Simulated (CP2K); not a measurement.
Wanted: the native input for a CP2K 2026.2 run.

```yaml
Task: single point
Functional: WC
Potentials_or_basis: POTENTIAL_UZH Pb GTH-PBE-q4; TZVP-MOLOPT-PBE-GTH basis
Density_cutoff: 9184 eV
k_mesh: 9 × 9 × 9
Occupations: fermi-dirac, width 0.05 eV
Spin: no spin polarisation
SCF_solver: diagonalisation with k points
Quickstep_method: GPW
EPS_DEFAULT: 1.0E-9
EPS_SCF: 1.0E-6
MAX_SCF: 100
SCF_GUESS: ATOMIC
k_points_reduced_by_the_point_group: yes
Mesh_centred_on_Gamma: yes
CHOLESKY: OFF
EPS_EIGVAL: 1.0E-7
MIXING_METHOD: BROYDEN_MIXING
MIXING_ALPHA: 0.4
NBUFFER: 8
NGRIDS: 5
Basis_sets: Pb TZVP-MOLOPT-PBE-GTH-q4
Potentials: Pb GTH-PBE-q4 of POTENTIAL_UZH
ADDED_MOS: "[8]"
REL_CUTOFF_Ry: 60 Ry
MIXING_BETA_1/bohr: 1.5 1/bohr
CUTOFF_of_the_grids: 675 Ry
```

The system is Pb.

```
Pb
1.0
     3.47597    0.00000    0.00000
     1.75836    3.05244    0.00000
     1.77250    1.02007    2.83955
Pb
1
Direct
  0.00000 0.00000 0.00000
```

These files were run (other wordings do the same):

pb_scf.inp

```
&GLOBAL
  PROJECT pb_scf
  RUN_TYPE ENERGY_FORCE
  PRINT_LEVEL LOW
&END GLOBAL
&FORCE_EVAL
  METHOD QS
  STRESS_TENSOR ANALYTICAL
  &DFT
    BASIS_SET_FILE_NAME BASIS_MOLOPT_UZH
    POTENTIAL_FILE_NAME POTENTIAL_UZH
    &MGRID
      CUTOFF 675
      REL_CUTOFF 60
      NGRIDS 5
    &END MGRID
    &QS
      METHOD GPW
      EPS_DEFAULT 1.0E-9
    &END QS
    &KPOINTS
      SCHEME MONKHORST-PACK 9 9 9
      GAMMA_CENTERED T
      SYMMETRY T
      SYMMETRY_BACKEND SPGLIB
    &END KPOINTS
    &SCF
      SCF_GUESS ATOMIC
      EPS_SCF 1.0E-6
      MAX_SCF 100
      ADDED_MOS 8
      CHOLESKY OFF
      EPS_EIGVAL 1.0E-7
      &DIAGONALIZATION ON
        ALGORITHM STANDARD
      &END DIAGONALIZATION
      &MIXING ON
        METHOD BROYDEN_MIXING
        ALPHA 0.4
        BETA 1.5
        NBUFFER 8
      &END MIXING
      &SMEAR ON
        METHOD FERMI_DIRAC
        ELECTRONIC_TEMPERATURE [K] 580.226
      &END SMEAR
    &END SCF
    &XC
      &XC_FUNCTIONAL
        &GGA_X_WC
        &END GGA_X_WC
        &GGA_C_PBE
        &END GGA_C_PBE
      &END XC_FUNCTIONAL
    &END XC
    &PRINT
      &KPOINTS ON
      &END KPOINTS
      &MULLIKEN ON
      &END MULLIKEN
      &MO ON
        ENERGIES T
        OCCUPATION_NUMBERS T
        &EACH
          QS_SCF 0
        &END EACH
        ADD_LAST NUMERIC
      &END MO
      &LOWDIN ON
      &END LOWDIN
      &HIRSHFELD ON
        SHAPE_FUNCTION DENSITY
      &END HIRSHFELD
      &E_DENSITY_CUBE ON
        STRIDE 1
      &END E_DENSITY_CUBE
      &V_HARTREE_CUBE ON
        STRIDE 1
      &END V_HARTREE_CUBE
      &ELF_CUBE ON
        STRIDE 1
      &END ELF_CUBE
    &END PRINT
  &END DFT
  &SUBSYS
    &CELL
      A 3.4759726192 0.0000000000 0.0000000000
      B 1.7583644746 3.0524411658 0.0000000000
      C 1.7725021103 1.0200696250 2.8395487493
      PERIODIC XYZ
    &END CELL
    &COORD
      SCALED
      Pb  0.0000000000 0.0000000000 0.0000000000
    &END COORD
    &KIND Pb
      BASIS_SET TZVP-MOLOPT-PBE-GTH-q4
      POTENTIAL GTH-PBE-q4
    &END KIND
    &PRINT
      &ATOMIC_COORDINATES ON
      &END ATOMIC_COORDINATES
      &CELL ON
      &END CELL
    &END PRINT
  &END SUBSYS
  &PRINT
    &FORCES ON
    &END FORCES
    &STRESS_TENSOR ON
    &END STRESS_TENSOR
  &END PRINT
&END FORCE_EVAL
```

Potentials or basis: POTENTIAL_UZH Pb GTH-PBE-q4; TZVP-MOLOPT-PBE-GTH basis.

The run is started by

```bash
$ OMP_NUM_THREADS=1 cp2k.psmp -i pb_scf.inp -o pb_scf.out
```

It gave:

| Property | Result |
| --- | --- |
| Pressure | 3.1 GPa |
| Band gap on the k mesh | none (metal or under the smearing width) |

Caveat: the potentials were made for another functional, which shifts forces and pressure; the basis of atomic orbitals isn't converged, which shifts pressures, moduli and gaps.

Wall time 16 s on 1 thread of Arm Neoverse V2, with other jobs on the host, peak memory 0.3 GiB.
